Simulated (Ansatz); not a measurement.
# Cr (Im-3m) in Ansatz: further runs

The runs below take Cr through projected density of states, with BLYP, r2SCAN.

Program: Ansatz 0.2.0. These are calculated values, not measurements. Logs are shortened: lines on timing, memory, paths and dates and some standing lists are left out, and cuts for length are marked.

## (1) Starting point

Symmetry: Im-3m, No. 229, cubic system. The conventional cell has a = 2.969 Å, b = 2.969 Å, c = 2.969 Å, α = 90.00°, β = 90.00°, γ = 90.00°. Cr (site symmetry m-3m) has 8 Cr at 2.57 Å as nearest neighbours.

## (2) Projected density of states, BLYP, collinear spin, ferromagnetic start

input.yaml

```yaml
crystal:
  lattice:
    - [-1.4844496776, 1.4844496776, 1.4844496776]
    - [1.4844496776, -1.4844496776, 1.4844496776]
    - [1.4844496776, 1.4844496776, -1.4844496776]
  atoms:
    - { symbol: Cr, position: [0.0, 0.0, 0.0], spin: 3.0 }
hamiltonian:
  xc: blyp
  pseudopotentials: { kind: paw }
magnetization:
  spin_polarized: true
kpoints:
  mp_grid: { grid: [7, 7, 7] }
scf:
  occupations: { method: fermi_dirac, width: 0.05 }
  n_extra_bands: 6
output:
  forces: true
  stress: true
  eigenvalues: true
  dos: { projected: true, de: 0.05, nscf_kmesh: { grid: [11, 11, 11] } }
  write_density: true
  write_potential: true
  elf: true
  volumetric_format: npy
```

Potentials or basis: Ansatz PAW.

Launch:

```bash
ansatz run input.yaml --threads 2 --pin off --max-ram 5632MiB --backend cpu --events-out ev --progress --plain --runs-dir out
```

What it wrote:

```text
Warning: RAYON_NUM_THREADS=2 ignored (pool sized by the plan → 2); use --threads N
scf.n_extra_bands = 6 over 7 filled bands (N_el = 14.0): the run solves 13 bands
Engine: ansatz 0.2.0, aarch64-unknown-linux-gnu
Pseudopotentials: kind: paw
Pseudopotential: Cr, paw, valence charge 14, recommended cutoff 420 eV (normal), Cr.paw.azcp
Functional definition: BLYP
  parameter beta = 0.0042
  parameter a = 0.04918
  parameter b = 0.132
  parameter c = 0.2533
  parameter d = 0.349
  exchange = b88_x(beta = beta)
  correlation = lyp_c(a = a, b = b, c = c, d = d)
Crystal: 1 atoms, lattice volume = 13.084 Å³
Basis set: ecut = 420 eV, 249 PW (Γ), exchange–correlation on 36×36×36 points (8 copies of the dense FFT grid, shifted against one another)
Bands: 13, of which v1, the nominal top of the filled ones, is band 7 counted from 1 (6 counted from 0)
Symmetry: 48 space group operations
Space group: Im-3m (ITA 229), of the structure as read, at distance tolerance 2.4e-5 Å
Magnetic group: BNS 229.140 (UNI 1642), of the structure as read, at distance tolerance 2.4e-5 Å
k-points: 20 of 343
Non-local potential: Cr, projectors of the file, l = 0: 3, l = 1: 2, l = 2: 3, l = 3: 1
PAW form: soft (Blöchl's): semilocal exchange-correlation on the pseudo side does not see the compensation charge
PAW frozen core: Cr, regenerated for the run's functional, and the local potential with it (the file was generated under x = pbe(κ = 0.804, μ = 0.2195149727645171), c = pbe(β = 0.06672455060314922))
PAW one-centre angular grid: Cr, 590 points (default); XC on 64 Gauss nodes
Initial density: superposition of atomic densities (chi_scale 0.1, normalization cell)
Starting moments: Σ|m| = 3 μB on 1 of 1 site
Initial wavefunctions: pseudopotential atomic-orbital guess
Functional: x = b88, c = lyp
SCF iter   1: F=—  HF=-3387.341686 eV  |F-HF|=—  |Δ(HF+E_count)|=         —  Δρ=3.09e-1 (↑3.09e-1 ↓1.35e-1)  dr2=4.95e0  dr2_m=5.48e0  M=0.240 μB ∫|m|=0.240 μB  β_m=0.30  ethr=3.10e-3  ⟨swp⟩=3.7  Hψ=2327  notcnv=0
Mixer restart at iter 1: flushing history
preconditioner: auto → none  [metal: Δε(μ)=0.102 eV  Ē_g=10.981 eV  σ=0.050 eV  W_gap=0.44  n_scr=0 (ndim 8)  ℏωp=25.1 eV  f_vac=0.000  D(μ)=0.80/eV (n_scr^D=12)]
SCF iter   2: F=—  HF=-3384.990518 eV  |F-HF|=—  |Δ(HF+E_count)|=    2.35e0  Δρ=1.60e-1 (↑1.60e-1 ↓1.40e-1)  dr2=1.87e-1  dr2_m=2.64e0  M=0.239 μB ∫|m|=0.239 μB  β_m=0.44  ethr=3.10e-3  ⟨swp⟩=2.0  Hψ=1329  notcnv=0  defer=31
SCF iter   3: F=—  HF=-3384.591541 eV  |F-HF|=—  |Δ(HF+E_count)|=   3.99e-1  Δρ=7.51e-2 (↑7.51e-2 ↓4.71e-2)  dr2=1.37e-1  dr2_m=4.33e-1  M=0.186 μB ∫|m|=0.186 μB  β_m=0.50  ethr=1.33e-3  ⟨swp⟩=2.5  Hψ=981  notcnv=0  defer=27
SCF iter   4: F=—  HF=-3384.491357 eV  |F-HF|=—  |Δ(HF+E_count)|=   1.00e-1  Δρ=8.99e-3 (↑5.95e-3 ↓8.99e-3)  dr2=2.65e-3  dr2_m=6.23e-3  M=0.080 μB ∫|m|=0.080 μB  β_m=0.75  ethr=9.78e-4  ⟨swp⟩=2.2  Hψ=818  notcnv=0  defer=27
SCF iter   5: F=—  HF=-3384.492111 eV  |F-HF|=—  |Δ(HF+E_count)|=   7.54e-4  Δρ=1.15e-3 (↑1.15e-3 ↓8.17e-4)  dr2=1.04e-4  dr2_m=6.40e-5  M=0.006 μB ∫|m|=0.009 μB  β_m=0.86  ethr=1.89e-5  ⟨swp⟩=1.9  Hψ=855  notcnv=0  defer=22
SCF iter   6: F=—  HF=-3384.492157 eV  |F-HF|=—  |Δ(HF+E_count)|=   4.61e-5  Δρ=3.38e-4 (↑3.38e-4 ↓2.44e-4)  dr2=1.04e-5  dr2_m=6.71e-6  M=0.003 μB ∫|m|=0.004 μB  β_m=0.93  ethr=7.43e-7  ⟨swp⟩=2.5  Hψ=829  notcnv=0  defer=21
SCF iter   7: F=—  HF=-3384.492165 eV  |F-HF|=—  |Δ(HF+E_count)|=   7.96e-6  Δρ=2.15e-4 (↑1.88e-4 ↓2.15e-4)  dr2=1.01e-7  dr2_m=4.86e-6  M=0.002 μB ∫|m|=0.002 μB  β_m=0.97  ethr=7.44e-8  ⟨swp⟩=2.4  Hψ=808  notcnv=0  defer=21
SCF iter   8: F=—  HF=-3384.492165 eV  |F-HF|=—  |Δ(HF+E_count)|=   1.81e-7  Δρ=4.92e-5 (↑4.65e-5 ↓4.92e-5)  dr2=1.33e-9  dr2_m=2.74e-7  M=0.000 μB ∫|m|=0.000 μB  β_m=0.98  ethr=7.19e-10  ⟨swp⟩=2.0  Hψ=813  notcnv=0  defer=21
SCF iter   9: F=—  HF=-3384.492165 eV  |F-HF|=—  |Δ(HF+E_count)|=   2.86e-8  Δρ=1.10e-5 (↑1.03e-5 ↓1.10e-5)  dr2=6.05e-11  dr2_m=1.36e-8  M=0.000 μB ∫|m|=0.000 μB  β_m=0.99  ethr=9.51e-12  ⟨swp⟩=2.0  Hψ=816  notcnv=0  defer=21
SCF iter  10: F=—  HF=-3384.492165 eV  |F-HF|=—  |Δ(HF+E_count)|=   1.97e-9  Δρ=1.54e-6 (↑1.54e-6 ↓1.10e-6)  dr2=2.66e-11  dr2_m=2.06e-10  M=0.000 μB ∫|m|=0.000 μB  β_m=1.00  ethr=1.00e-12  ⟨swp⟩=2.0  Hψ=812  notcnv=0  defer=21
SCF iter  11: F=—  HF=-3384.492165 eV  |F-HF|=—  |Δ(HF+E_count)|=  3.27e-11  Δρ=2.98e-7 (↑8.83e-8 ↓2.98e-7)  dr2=7.85e-12  dr2_m=3.58e-12  M=0.000 μB ∫|m|=0.000 μB  β_m=0.96  ethr=1.00e-12  ⟨swp⟩=1.6  Hψ=575  notcnv=0  defer=21
SCF iter  12: F=-3384.492165 eV  HF=-3384.492165 eV  |F-HF|=9.09e-13  |Δ(HF+E_count)|=  2.73e-12  Δρ=7.39e-8 (↑7.39e-8 ↓2.12e-8)  dr2=3.16e-13  dr2_m=2.52e-13  M=0.000 μB ∫|m|=0.000 μB  ethr=1.00e-12  ⟨swp⟩=4.8  Hψ=1896  notcnv=0
SCF 1 converged in 12 iterations: F = -3384.492165 eV  dr2 = 3.16e-13
WARN: the starting moments were not kept: the SCF closed with an absolute magnetisation of 1.7e-6 μB, where they sum to 3 μB in size (1 site). That is at most 0.1 of that sum. Measured as dr2_m measures the in/out step, that magnetisation stands 3.3e-12 eV from none, at or under the dr2_threshold of 1.0e-7 eV: it is no larger than a step whose dr2_m would equal this threshold. The system may hold no moment; this SCF shows only that its start led to no more than that. To try another start: raise the starting moments (crystal.atoms[].spin, magnetization.per_species, magnetization.initial_magnetization, or on a non-collinear deck that types none of these the spinor_matrix: blocks that start its atoms; where the total moment is fixed, keep their sum and leave initial_magnetization as it is; typed ones take the place of any that the run laid by itself, positive ones on a crystal's lanthanoids without a Hubbard term where scf.initial_density.shell_occupations: [] is typed) or, if the notice of its spin-set hold's release reads "site moments contracting" or "site moments show no strong build", lengthen the hold (scf.mixing.spin_hold: { on: { confirm: 4 } }; for m-r²SCAN on two components see the key's manual first). Each may lead to a state that holds a moment. A second SCF, from the converged charge density, with the starting moments and any scf.initial_density.shell_occupations laid on it anew, would have followed, and was not run: the deck does not ask for one (magnetization.retry_lost_moments is false, the default). To let it run, set magnetization.retry_lost_moments: true and run the deck again, where that key's refused combinations let it; where memory then withholds it, that run's warning says so.
NSCF: frozen V_eff on 56 k-points
SCF converged after 12 iterations
Magnetization: 0.0000 μB (7.0000 up, 7.0000 down)
Absolute magnetization: 0.0000 μB (∫|ρ↑−ρ↓|, with the PAW one-centre terms)
Spin contamination: 0.0000 ħ² per cell (⟨S²⟩ above its minimum at these occupations)
Per-site moments (μB) at R_I (Å): [(1.6719657527890507e-6, 1.0605961834390063)]
Free energy (F): -3384.492165 eV
Harris-Foulkes:  -3384.492165 eV  (|F-HF|=9.09e-13)
Internal energy: -3384.479135 eV  (E = F + TS)
E sigma→0 (E₀):  -3384.485650 eV
Entropy (-TS):   -0.013030 eV (-13.030 meV/atom)
Fermi energy:    17.295053 eV
--- Per-component energies (eV) ---
  E_band       = -172.209524
  E_kinetic    = 341.184768
  E_local      = -1287.598908  (includes V_loc(G=0)·N_el)
  E_nonlocal   = 78.195311
  E_hartree    = 554.376355
  E_xc         = -137.228495
  E_vxc        = -174.555439  (∫ρ·V_xc dr)
  E_paw        = -1203.637511  (= ΣΔE_a)
  E_vpaw       = -238.188301  (= ΣTr[D̂ρ^β])
  E_aug_tail   = 0.000307  (compensation charges beyond the density's cutoff)
  E_ewald      = -1729.785753
  E_core_change = 0.014790  (= ΣΔE_core)
  E_smearing   = -0.013030  (= −TS)
  E_closure    = -0.000000  (closes the sum)
  Σ components = -3384.492165   (vs F -3384.492165, Δ=0.00e0)
--- Forces (eV/Å), atoms counted from 1 ---
  atom   1  Cr    -0.00000000     0.00000000     0.00000000
  max |Σ_I F_I| component: 5.55e-32 eV/Å
--- Stress (GPa, compression-positive) ---
      -17.614061       0.000000       0.000000
       -0.000000     -17.614061      -0.000000
       -0.000000      -0.000000     -17.614061
  P = ⅓ Tr σ = -17.6141 GPa (-176.141 kbar)
--- Band table (eV; the first three rows and the last of 40) ---
  k-point 0 ↑: bands = ["-54.4149", "-25.4591", "-25.4591", "-25.4591", "9.9912", "16.4463", "16.4463", "16.4463", "18.2731", "18.2731", "38.7813", "38.7813", "38.7813"]
  k-point 1 ↑: bands = ["-54.3910", "-25.5796", "-25.4976", "-25.4595", "10.7709", "16.1824", "16.3773", "16.9474", "18.0420", "18.2966", "36.3866", "38.0872", "39.0389"]
  k-point 2 ↑: bands = ["-54.3371", "-25.8451", "-25.5834", "-25.4603", "12.5840", "15.6287", "16.2469", "18.0168", "18.2085", "18.3908", "31.3476", "35.6689", "39.4184"]
  k-point 19 ↓: bands = ["-54.2054", "-25.8952", "-25.8738", "-25.8738", "13.8995", "13.9082", "18.8461", "18.8461", "19.1353", "25.0961", "27.7358", "27.7358", "33.2293"]
```

dos.tsv:

```text
# E-E_F[eV]	g_bin_mean(E)[states/eV]	N(E)	g_bin_mean_up(E)	g_bin_mean_dn(E)	N_up(E)	N_dn(E)
# format = ansatz-dos/2
# fermi_ev = 17.227734
# fermi_mp_grid = 11 11 11
# fermi_mp_shift = 0 0 0
# nscf_kmesh_grid = 11 11 11
# nscf_kmesh_shift = 0 0 0
# tetrahedron_fermi_ev = 17.258986
# g_bin_mean(E): the states in a bin one row spacing wide, centred on E, divided by that spacing. States that the method places at a single energy (under output.dos.method: tetrahedron, those of a tetrahedron whose four corners have one energy) are counted whole in the row whose bin holds that energy (on the edge of two bins, in the lower row). The sum of g_bin_mean over a run of rows, times the row spacing, is the number of states from half a spacing under the first of them to half a spacing over the last (a plain sum, not the trapezoid rule).
-72.142621	0.000000e0	0.000000e0	0.000000e0	0.000000e0	0.000000e0	0.000000e0
-72.092621	0.000000e0	0.000000e0	0.000000e0	0.000000e0	0.000000e0	0.000000e0
-72.042621	0.000000e0	0.000000e0	0.000000e0	0.000000e0	0.000000e0	0.000000e0
-71.992621	0.000000e0	0.000000e0	0.000000e0	0.000000e0	0.000000e0	0.000000e0
-71.942621	0.000000e0	0.000000e0	0.000000e0	0.000000e0	0.000000e0	0.000000e0
-71.892621	0.000000e0	0.000000e0	0.000000e0	0.000000e0	0.000000e0	0.000000e0
[... 1890 lines left out ...]
22.657379	0.000000e0	2.600000e1	0.000000e0	0.000000e0	1.300000e1	1.300000e1
22.707379	0.000000e0	2.600000e1	0.000000e0	0.000000e0	1.300000e1	1.300000e1
```

rho_z.tsv:

```text
# z_ang	rho[e/angstrom^3]	rho_spin[e/angstrom^3]
# format = ansatz-planar-average/11
# lattice	-1.484449678	1.484449678	1.484449678
# lattice	1.484449678	-1.484449678	1.484449678
# lattice	1.484449678	1.484449678	-1.484449678
# sites	1
# site	24	0.000000000	0.000000000	0.000000000
0.000000	2.455996e0	3.988696e-7
0.142841	2.304217e0	3.713947e-7
0.285682	1.910214e0	3.022827e-7
0.428524	1.416271e0	2.194375e-7
0.571365	9.629389e-1	1.451420e-7
0.714206	6.295163e-1	8.807951e-8
[... 10 lines left out ...]
2.285460	1.910214e0	3.022827e-7
2.428301	2.304217e0	3.713947e-7
```

Wall time 1.3 s (2 threads of Arm Neoverse V2, shared host); peak memory 0.26 GiB.

Results:

- Free energy: -3384.4922 eV
- Pressure: -17.6 GPa
- Band gap on the k mesh: none (metal or under the smearing width)
- Net moment: 0.00 μB per cell
- Absolute moment: 0.00 μB per cell
- Density of states at the Fermi level: 0.72 states/eV per cell

Levels at points of the mesh, in eV from the Fermi level:
Spin up:
```tsv
k point	band 3	band 4	band 5	band 6	band 7	band 8	band 9	band 10	band 11	band 12
(0.00, 0.00, 0.00)	-42.75	-42.75	-7.30	-0.85	-0.85	-0.85	0.98	0.98	21.49	21.49
```
Spin down:
```tsv
k point	band 3	band 4	band 5	band 6	band 7	band 8	band 9	band 10	band 11	band 12
(0.00, 0.00, 0.00)	-42.75	-42.75	-7.30	-0.85	-0.85	-0.85	0.98	0.98	21.49	21.49
```

States per cell in windows of 0.5 eV (zero at the Fermi level; states under -8 eV left out):
```
from (eV)    up  down  Cr 3d up  Cr 3d down  Cr 4s up  Cr 4s down
     -8.0  0.00  0.00      0.00        0.00      0.00        0.00
     -7.5  0.00  0.00      0.00        0.00      0.00        0.00
     -7.0  0.01  0.01      0.00        0.00      0.01        0.01
     -6.5  0.02  0.02      0.00        0.00      0.02        0.02
     -6.0  0.03  0.03      0.00        0.00      0.02        0.02
     -5.5  0.03  0.03      0.00        0.00      0.03        0.03
     -5.0  0.04  0.04      0.01        0.01      0.03        0.03
     -4.5  0.06  0.06      0.02        0.02      0.04        0.04
     -4.0  0.15  0.15      0.10        0.10      0.05        0.05
     -3.5  0.27  0.27      0.23        0.23      0.04        0.04
     -3.0  0.38  0.38      0.35        0.35      0.02        0.02
     -2.5  0.21  0.21      0.20        0.20      0.00        0.00
     -2.0  0.64  0.64      0.63        0.63      0.01        0.01
     -1.5  0.54  0.54      0.49        0.49      0.03        0.03
     -1.0  0.42  0.42      0.37        0.37      0.03        0.03
     -0.5  0.16  0.16      0.14        0.14      0.01        0.01
      0.0  0.25  0.25      0.24        0.24      0.00        0.00
      0.5  0.63  0.63      0.62        0.62      0.00        0.00
      1.0  0.82  0.82      0.81        0.81      0.01        0.01
      1.5  0.47  0.47      0.44        0.44      0.03        0.03
      2.0  0.19  0.19      0.16        0.16      0.03        0.03
      2.5  0.10  0.10      0.05        0.05      0.04        0.04
      3.0  0.09  0.09      0.03        0.03      0.03        0.03
      3.5  0.08  0.08      0.03        0.03      0.03        0.03
      4.0  0.08  0.08      0.02        0.02      0.03        0.03
      4.5  0.07  0.07      0.01        0.01      0.03        0.03
      5.0  0.06  0.06      0.01        0.01      0.02        0.02
      5.5  0.06  0.06      0.01        0.01      0.02        0.02
      6.0  0.05  0.05      0.00        0.00      0.01        0.01
      6.5  0.04  0.04      0.00        0.00      0.01        0.01
      7.0  0.02  0.02      0.00        0.00      0.01        0.01
      7.5  0.01  0.01      0.00        0.00      0.00        0.00
```

Caveat: the k mesh is coarse (spacing up to 0.43 Å⁻¹), so the values aren't converged; the starting moments collapsed, and a magnetic state may lie lower; the PAW data sets come from PBE, with cores solved anew for the run's functional, which leaves a small shift of forces and pressure; the density of states is complete only up to the lowest level of the last band computed; the starting moments weren't kept.

(Part 1 of 2 ends here.)
